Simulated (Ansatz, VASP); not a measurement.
**Two plane-wave programs on CuO (Tenorite)**

```
Cu O
1.0
     2.34465   -1.71340    0.00000
     2.34465    1.71340    0.00000
    -0.86055    0.00000    5.05944
Cu O
2 2
Direct
  0.49680 0.00320 0.50000
  0.00320 0.49680 0.00000
  0.40560 0.57140 0.75370
  0.57140 0.40560 0.25370
```

Alike in both runs: task single point; functional PBE; k mesh 10 × 10 × 5; occupations fermi-dirac, width 0.05 eV; no spin polarisation.

|  | VASP | Ansatz |
| --- | --- | --- |
| version | VASP 6.6.1 | Ansatz 0.2.0 |
| potentials or method | VASP PAW PBE potentials, release 64 (Cu, O) | Ansatz PAW |
| plane-wave cutoff (eV) | 520 | 420 |
| valence electrons in the cell | 34 | 50 |

|  | VASP | Ansatz | Ansatz less VASP |
| --- | --- | --- | --- |
| gap on the k mesh at the Fermi level (eV) | none | none | - |
| pressure (GPa) | 6.4 | 5.7 | -0.66 |
| largest component of the traceless stress (GPa) | 1.83 | 1.74 | -0.088 |
| rms of the force components (eV/Å) | 0.444 | 0.433 | -0.0111 |

Atom by atom the forces differ by 0.024 eV/Å (rms over components). A gap of «none» marks a metal or a gap that the smearing closes. With one functional, cell and mesh, what is left measures potentials, basis and numerics. The two sets of potentials don't hold the same shells in valence.

Caveats: the run has no spin polarisation, though such a crystal can be magnetic; semilocal functionals often make such compounds metallic where correlation or magnetic order opens a gap, which also shifts bond lengths; the pressure holds a Pulay correction of +0.7 GPa for the finite cutoff (Ansatz). With open d or f shells a metallic result of PBE can be an artefact of self-interaction; +U or a hybrid may open a gap.
